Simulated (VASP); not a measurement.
Crystal: AlN.

```
Al N
1.0
     3.31212    0.00000    0.00000
    -1.65606    2.86838    0.00000
     0.00000    0.00000    4.18756
Al N
2 2
Direct
  0.66667 0.33333 0.25000
  0.33333 0.66667 0.75000
  0.66667 0.33333 0.75000
  0.33333 0.66667 0.25000
```

Measurements of this composition are mostly on another form, of space group No. 186.

```yaml
Program: VASP 6.6.1
Task: relaxation of cell and atoms
Functional: r2SCAN
Dispersion: D3(BJ)
Potentials_or_basis: VASP PAW PBE potentials, release 64 (Al, N)
Cutoff: 600 eV
k_mesh: 9 × 9 × 7
Occupations: gaussian, width 0.05 eV
Spin: no spin polarisation
```

At the start: pressure -7.6 GPa; volume 9.95 Å³/atom.

**Question.** How do energy, volume and symmetry change on relaxing?

**Answer.** Over 5 steps the energy falls by 8.9 meV/atom and the volume is 9.59 Å³/atom (-3.6 %); space group P6_3/mmc (No. 194, to 0.05 Å).

The path:
| step | energy change (eV) | largest force (eV/Å) | pressure (GPa) | volume (Å³) |
| --- | --- | --- | --- | --- |
| 1 | 0.0000 | 0.0000 | -7.59 | 39.78 |
| 2 | -0.0022 | 0.0000 | 8.36 | 37.13 |
| 3 | -0.0342 | 0.0000 | 0.02 | 38.40 |
| 4 | -0.0354 | 0.0000 | 0.02 | 38.38 |
| 5 | -0.0357 | 0.0000 | 0.03 | 38.36 |

Final structure:
```cif
data_structure
_symmetry_space_group_name_H-M 'P 1'
_symmetry_Int_Tables_number 1
_cell_length_a 3.2819
_cell_length_b 3.2819
_cell_length_c 4.1126
_cell_angle_alpha 90.000
_cell_angle_beta 90.000
_cell_angle_gamma 120.000
_cell_volume 38.36
loop_
_atom_site_label
_atom_site_type_symbol
_atom_site_fract_x
_atom_site_fract_y
_atom_site_fract_z
_atom_site_occupancy
Al1 Al 0.66667 0.33333 0.25000 1
Al2 Al 0.33333 0.66667 0.75000 1
N1 N 0.66667 0.33333 0.75000 1
N2 N 0.33333 0.66667 0.25000 1
```

Caveat: the PAW data sets were made with another functional, which shifts forces and pressure a little.
